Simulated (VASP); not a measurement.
InAs: single point with r2SCAN

**What was measured.**

From a printed reference work, data compilation, for a bulk crystal of InAs at 4.2 K: band gap 0.418 eV (direct).

InAs:

```
In As
1.0
     0.00000    3.05459    3.05459
     3.05459    0.00000    3.05459
     3.05459    3.05459    0.00000
In As
1 1
Direct
  0.00000 0.00000 0.00000
  0.25000 0.25000 0.25000
```

```json
{
  "Program": "VASP 6.6.1",
  "Task": "single point",
  "Functional": "r2SCAN",
  "Potentials or basis": "VASP PAW PBE potentials, release 64 (In_d, As)",
  "Cutoff": "520 eV",
  "k mesh": "8 × 8 × 8",
  "Occupations": "fermi-dirac, width 0.02 eV",
  "Spin": "no spin polarisation",
  "Dipole correction": "no",
  "Further INCAR settings": "ALGO = Normal; EDIFF = 1e-07; NBANDS = 16"
}
```

```
Pressure               : 0.0 GPa
Band gap on the k mesh : 0.08 eV
```

Levels at points of the mesh, in eV from the valence-band top:
```
           k point  band 5  band 6  band 7  band 8  band 9  band 10  band 11  band 12  band 13  band 14
(0.00, 0.00, 0.00)  -14.66  -12.10    0.00    0.00    0.00     0.08     4.26     4.26     4.26     7.95
(0.50, 0.00, 0.00)  -14.65  -10.65   -5.72   -0.97   -0.97     1.25     5.03     5.03     7.24     9.50
(0.50, 0.50, 0.00)  -14.64  -10.12   -5.80   -2.29   -2.29     1.87     2.34     9.62     9.72     9.72
```

It took 2.1 min on 1 thread of Intel(R) Xeon(R) Platinum 8259CL CPU @ 2.50GHz (Skylake/Cascade Lake) (shared host), peak memory 0.2 GiB.

Against the measured gap of InAs, 0.418 eV (direct; 4.2 K; a printed reference work, data compilation), the calculated 0.08 eV is off by -0.34 eV. Spin-orbit coupling on As, In is left out. The value is that of r2SCAN, without temperature or zero-point motion.

Caveat: the PAW data sets were made with another functional, which shifts forces and pressure a little; spin-orbit coupling is left out, which moves the levels of the heavy elements.
